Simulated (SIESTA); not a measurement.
Sc:

```
Sc
1.0
     0.00000    2.26000    2.26000
     2.26000    0.00000    2.26000
     2.26000    2.26000    0.00000
Sc
1
Direct
  0.00000 0.00000 0.00000
```

This isn't the form of Sc at room conditions, which is hcp.

| Quantity | Value |
| --- | --- |
| Program | SIESTA 5.4.2 |
| Task | single point |
| Functional | PBE |
| Potentials or basis | PseudoDojo 0.4 standard (PBE files) |
| Basis | DZP (energy shift 0.003 Ry; two zetas on semicore shells) |
| Grid cutoff | 800 Ry |
| Energy shift | 0.003 Ry |
| k mesh | 10 × 10 × 10 |
| Occupations | fermi-dirac, width 0.05 eV |
| Spin | no spin polarisation |

On this cell: pressure 3.6 GPa; band gap on the k mesh none (metal or under the smearing width).

The same run follows on a disturbed copy (cell strained at random at fixed volume):

```
CELL_PARAMETERS angstrom
-0.01168 2.25030 2.29529
2.24844 -0.02351 2.30712
2.21212 2.22582 0.01281
ATOMIC_POSITIONS crystal
Sc 0.99182 0.00078 0.99550
```

What does the disturbed cell give?

The energy (extrapolated to zero smearing) moves by +2.6 meV/atom; pressure 3.6 GPa; band gap on the k mesh none (metal or under the smearing width).

Stress tensor (GPa, compression positive):
```
 3.89  0.98 -0.46
 0.98  3.76 -0.02
-0.46 -0.02  3.23
```

Caveats: the basis of atomic orbitals isn't converged, which shifts pressures, moduli and gaps.
